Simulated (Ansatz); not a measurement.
## Ga in Ansatz: the effect of functional

Slab: Ga, a slab with vacuum.

```
Ga
1.0
     2.90000    0.00000    0.00000
     0.00000    3.17000    0.00000
     0.00000    0.00000   25.03242
Ga
6
Direct
  0.50000 0.25000 0.29961
  0.00000 0.75000 0.37561
  0.00000 0.25000 0.46200
  0.50000 0.75000 0.53800
  0.50000 0.25000 0.62439
  0.00000 0.75000 0.70039
```

The slab is cut from a database's or a generator's crystal, which needn't be the stable form of the element.

The cell isn't the ideal one: the (0 1 0) slab of Ga, cut from the database cell, not relaxed.

Alike in all runs:

```yaml
Program: Ansatz 0.2.0
Task: relaxation of the atoms
Potentials_or_basis: Ansatz PAW
k_mesh: 9 × 8 × 1
Occupations: fermi-dirac, width 0.05 eV
Spin: no spin polarisation
```

Each run relaxes the cell or the atoms first.

```csv
functional,cutoff,largest force (eV/Å),work function (eV)
LDA,420 eV (not typed: the program's choice for these potentials),0.08,4.72
PBE,420 eV (not typed: the program's choice for these potentials),0.30,4.30
PBEsol,420 eV (not typed: the program's choice for these potentials),0.12,4.48
RPBE,420 eV (not typed: the program's choice for these potentials),0.41,4.13
revPBE,420 eV (not typed: the program's choice for these potentials),?,?
BLYP,420 eV (not typed: the program's choice for these potentials),0.49,3.80
r2SCAN,500 eV (not typed: the program's choice for these potentials),0.15,4.60
```

**Question.** What does the run with functional revPBE give?

**Answer.** Largest force 0.38 eV/Å; work function 4.16 eV.

Caveats: the PAW data sets come from PBE, with cores solved anew for the run's functional, which leaves a small shift of forces and pressure (some runs).
